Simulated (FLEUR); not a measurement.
PbO2 in FLEUR: convergence with Kmax

Input of the first run (Kmax 2.6); the others differ in this setting and in those tied to it:

File inp.xml:

```xml
<?xml version="1.0" encoding="UTF-8" standalone="no"?>
<fleurInput fleurInputVersion="0.39">
   <comment>
      PbO2                                                                                                
   </comment>
   <calculationSetup>
      <cutoffs Kmax="2.6" Gmax="16.5" GmaxXC="16.5" numbands="0"/>
      <scfLoop itmax="60" minDistance="0.00001" maxIterBroyd="15" imix="Anderson" alpha="0.05" precondParam="0.0" spinf="2.0" sdNocoIR="T"/>
      <coreElectrons ctail="T" frcor="F" kcrel="0" coretail_lmax="0"/>
      <xcFunctional name="PBEs" relativisticCorrections="F"/>
      <magnetism jspins="1"/>
      <soc l_soc="F" theta="0.0" phi="0.0" spav="F"/>
      <expertModes spex="0" secvar="F"/>
      <geometryOptimization l_f="T" forcealpha="1.0" forcemix="BFGS" epsdisp="0.0005" epsforce="0.0002"/>
      <ldaU l_linMix="F" mixParam="0.05" spinf="1.0"/>
   </calculationSetup>
   <cell>
      <bzIntegration valenceElectrons="32.0" mode="hist" fermiSmearingEnergy="0.00183747">
         <kPointListSelection listName="default-1"/>
         <!-- k-points included here -->
         <xi:include xmlns:xi="http://www.w3.org/2001/XInclude" href="kpts.xml"> </xi:include>
      </bzIntegration>
      <!-- symmetry operations included here -->
      <xi:include xmlns:xi="http://www.w3.org/2001/XInclude" href="sym.xml"> </xi:include>
      <bulkLattice scale="1.0">
         <bravaisMatrix>
            <row-1>    0.0000000000000000     5.1060248708602032     5.1060248708602032</row-1>
            <row-2>    5.1060248708602032     0.0000000000000000     5.1060248708602032</row-2>
            <row-3>    5.1060248708602032     5.1060248708602032     0.0000000000000000</row-3>
         </bravaisMatrix>
      </bulkLattice>
   </cell>
   <atomSpecies>
      <species name="Lead (Pb)" element="Pb" atomicNumber="82">
         <mtSphere radius="2.46" gridPoints="819" logIncrement="0.016"/>
         <atomicCutoffs lmax="10" lnonsphr="10"/>
         <electronConfig flipSpins="F">
            <coreConfig>(1s1/2) (2s1/2) (2p1/2) (2p3/2) (3s1/2) (3p1/2) (3p3/2) (4s1/2) (3d3/2) (3d5/2) (4p1/2) (4p3/2) (4d3/2) (4d5/2) (4f5/2) (4f7/2) (5s1/2)</coreConfig>
            <valenceConfig>(5p1/2) (5p3/2) (6s1/2) (5d3/2) (5d5/2) (6p1/2) (6p3/2)</valenceConfig>
            <stateOccupation state="(6p1/2)" spinUp="0.333333" spinDown="0.333333"/>
            <stateOccupation state="(6p3/2)" spinUp="0.666667" spinDown="0.666667"/>
         </electronConfig>
         <energyParameters s="6" p="6" d="5" f="5"/>
         <lo type="SCLO" l="1" n="5" eDeriv="0"/>
         <lo type="SCLO" l="1" n="5" eDeriv="1"/>
         <lo type="SCLO" l="0" n="6" eDeriv="2"/>
         <lo type="SCLO" l="2" n="5" eDeriv="2"/>
         <lo type="SCLO" l="3" n="5" eDeriv="2"/>
      </species>
      <species name="Oxygen (O)" element="O" atomicNumber="8">
         <mtSphere radius="1.6" gridPoints="533" logIncrement="0.02"/>
         <atomicCutoffs lmax="8" lnonsphr="8"/>
         <electronConfig flipSpins="F">
            <coreConfig>(1s1/2)</coreConfig>
            <valenceConfig>(2s1/2) (2p1/2) (2p3/2)</valenceConfig>
            <stateOccupation state="(2p1/2)" spinUp="0.666667" spinDown="0.666667"/>
            <stateOccupation state="(2p3/2)" spinUp="1.333333" spinDown="1.333333"/>
         </electronConfig>
         <energyParameters s="2" p="2" d="3" f="4"/>
         <lo type="SCLO" l="0" n="2" eDeriv="2"/>
         <lo type="SCLO" l="1" n="2" eDeriv="2"/>
         <lo type="SCLO" l="2" n="3" eDeriv="2"/>
      </species>
   </atomSpecies>
   <atomGroups>
      <atomGroup species="Lead (Pb)">
         <relPos label="                   1">.0000000000 .0000000000 .0000000000</relPos>
         <force calculate="T" relaxXYZ="TTT"/>
      </atomGroup>
      <atomGroup species="Oxygen (O)">
         <relPos label="                   2">-1.000/4.000 -1.000/4.000 -1.000/4.000</relPos>
         <relPos label="                   3">1.000/4.000 1.000/4.000 1.000/4.000</relPos>
         <force calculate="T" relaxXYZ="TTT"/>
      </atomGroup>
   </atomGroups>
   <output dos="F" band="F" slice="F">
      <checks vchk="F" cdinf="F"/>
      <bandDOS minEnergy="-.5*Htr" maxEnergy="0.5*Htr" sigma="0.015" storeEVData="T"/>
      <vacuumDOS vacdos="F" integ="F" star="F" nstars="0" locx1="0.0" locy1="0.0" locx2="0.0" locy2="0.0" nstm="0" tworkf="0.0"/>
      <unfoldingBand unfoldBand="F" supercellX="1" supercellY="1" supercellZ="1"/>
      <plotting iplot="0" polar="F">
         <plot TwoD="T" vec1="  1.0  0.0  0.0" vec2="  0.0  1.0  0.0" vec3="  0.0  0.0  1.0" zero="  0.0  0.0  0.0" file="plot"/>
      </plotting>
      <chargeDensitySlicing numkpt="0" minEigenval="0.0" maxEigenval="0.0" nnne="0" pallst="F"/>
      <specialOutput eonly="F"/>
      <moessbauerParams electricFieldGradient="T" isomerShift="T" coreHyperfine="T" valenceHyperfine="T"/>
      <magneticCircularDichroism mcd="F" energyLo="-10.0" energyUp="0.0"/>
   </output>
  <!-- We include the file relax.xml here to enable relaxations (see documentation) -->
  <xi:include xmlns:xi="http://www.w3.org/2001/XInclude" href="relax.xml"> <xi:fallback/> </xi:include>
</fleurInput>
```

File crystal.txt:

```
PbO2
&input cartesian=F /
0.0000000000  2.7019920000  2.7019920000
2.7019920000  0.0000000000  2.7019920000
2.7019920000  2.7019920000  0.0000000000
1.8897261246
1.0 1.0 1.0

3
82 0.0000000000  0.0000000000  0.0000000000
8 0.7500000000  0.7500000000  0.7500000000
8 0.2500000000  0.2500000000  0.2500000000

&kpt div1=7 div2=7 div3=7 gamma=T /
```

Potentials or basis: all-electron, FLAPW.

Command:

```bash
$ inpgen -f crystal.txt -profile fastHighL
$ # inp.xml edited to the form shown
$ fleur_MPI
```

The cell comes from a database or a generator and needn't be the stable form of this composition.

Hardware: 1 thread of Arm Neoverse N1 (shared host).

```tsv
Kmax	energy less the tightest run, at zero smearing (meV/atom)	SCF cycles	CPU time (s)	peak memory (GiB)
2.6	3954.08	16	39	0.07
3	1398.35	18	48	0.07
3.4	489.55	16	48	0.07
3.8	160.84	16	58	0.07
4.2	48.61	16	70	0.07
4.6	14.48	16	87	0.07
5	3.77	16	110	0.07
5.5	0.00	16	170	0.08
```

Not settled before the last step: the energy (to 1 meV/atom). The tightest run that finished is the yardstick and may itself not be fully converged.

Spin-orbit coupling is left out, which matters for the levels of Pb.
